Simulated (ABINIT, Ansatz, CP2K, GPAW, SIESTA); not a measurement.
## One structure in several programs: CaF2 (Fm-3m, 3 atoms in the cell)

Band-structure calculation.

```xyz
3
Lattice="0.0000 2.6905 2.6905 2.6905 0.0000 2.6905 2.6905 2.6905 0.0000" Properties=species:S:1:pos:R:3 pbc="T T T"
Ca     0.0000     0.0000     0.0000
F      4.0357     4.0357     4.0357
F      1.3452     1.3452     1.3452
```

Shared settings, as Ansatz (a quantum-chemistry and plane-wave program) writes them: kpoints.mp_grid.grid = 11 11 11; scf.occupations.method = fixed. Potentials and cutoffs stand in the table.

```
code                                                                                                                      model  gap along the path (eV)  smallest direct gap (eV)       cutoff
------  -----------------------------------------------------------------------------------------------------------------------  -----------------------  ------------------------  -----------
ABINIT                                                                                              PBE, PAW (JTH v2.0 PBE PAW)                     7.56                      7.82        24 Ha
Ansatz                                                                                                   PBE, default PAW files                     7.57                      7.84       420 eV
SIESTA  GGA PBE, numerical atomic orbitals DZP, PseudoDojo PBE standard norm-conserving potentials (rewritten from UPF to PSML)                     7.14                      7.42  grid 300 Ry
GPAW                                                                               PBE, GPAW PAW datasets PBE (gpaw-data 1.0.1)                     7.56                      7.82       950 eV
CP2K                                                    PBE, GPW, DZVP-MOLOPT-SR-GTH basis, GTH-PBE potentials (GTH_POTENTIALS)                     7.61                      7.88  grid 550 Ry
```

The spread over the programs that give each value: gap along the path within 0.47 eV; smallest direct gap within 0.46 eV.

SIESTA and CP2K use small atom-centred bases, whose incompleteness enters pressures, forces and empty levels differently from a plane-wave cutoff.

In the gap along the path, SIESTA stands apart from the plane-wave programs.

The starting cell comes from a database of computed structures (which also holds hypothetical and non-ambient phases and stackings), without a prior relaxation at this level. Its lattice was rescaled by a random factor within 2.5 % of one.

Left out of this page: Quantum ESPRESSO and FLEUR (not drawn, or without a comparable value); Elk (unsound by tests on forces, stress, charge or solver warnings).

Keys are those of Ansatz 0.2.
